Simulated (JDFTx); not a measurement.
## MnO under changes of volume

One of the cells (10.999 Å³/atom); the others are scaled copies at fixed shape and fractional positions:

```
Mn O
1.0
     0.00000    2.22391    2.22391
     2.22391    0.00000    2.22391
     2.22391    2.22391    0.00000
Mn O
1 1
Cartesian
  0.0000 0.0000 0.0000
  2.2239 2.2239 2.2239
```

The cell is a database's computed one.

- Program: JDFTx 1.7.0 (patched build)
- Functional: LDA
- Potentials or basis: PseudoDojo-SR-LDA-0.4.1-standard
- Cutoff: 1306 eV
- Density cutoff: 10449 eV
- k mesh: 10 × 10 × 10
- Occupations: fermi-dirac, width 0.05 eV
- Spin: collinear spin, ferromagnetic start
- Starting moments: [4.0, 0.0] μB

```csv
volume (Å³/atom),energy over the lowest point (meV/atom),pressure (GPa),moment (μB per cell)
10.339,0.00,-11.6,4.42
10.559,17.00,-13.1,4.51
10.779,36.05,-14.6,4.58
10.999,57.10,-16.0,4.65
11.219,79.60,-17.0,4.73
11.439,103.08,-18.2,4.78
11.659,?,?,?
```

**Question.** What does the run at 11.659 Å³/atom give?

**Answer.** Energy over the lowest point 128.81 meV/atom; pressure -19.7 GPa; moment 4.81 μB per cell.

Worked out: A Birch-Murnaghan fit of order 3 (a polynomial in V^(-2/3)) to the other rows has no minimum within the range. It gives 127.48 meV/atom at 11.659 Å³/atom, against the run's 128.81, and -dE/dV = -18.0 GPa, against -19.7. A parabola through the other rows of the moment, of slope 0.238 μB per Å³/atom there, extrapolates to 4.84 μB, against the run's 4.81.

Energies are extrapolated to zero smearing.

Caveats: a cell with one magnetic atom can't hold antiferromagnetic order, which such compounds often take.
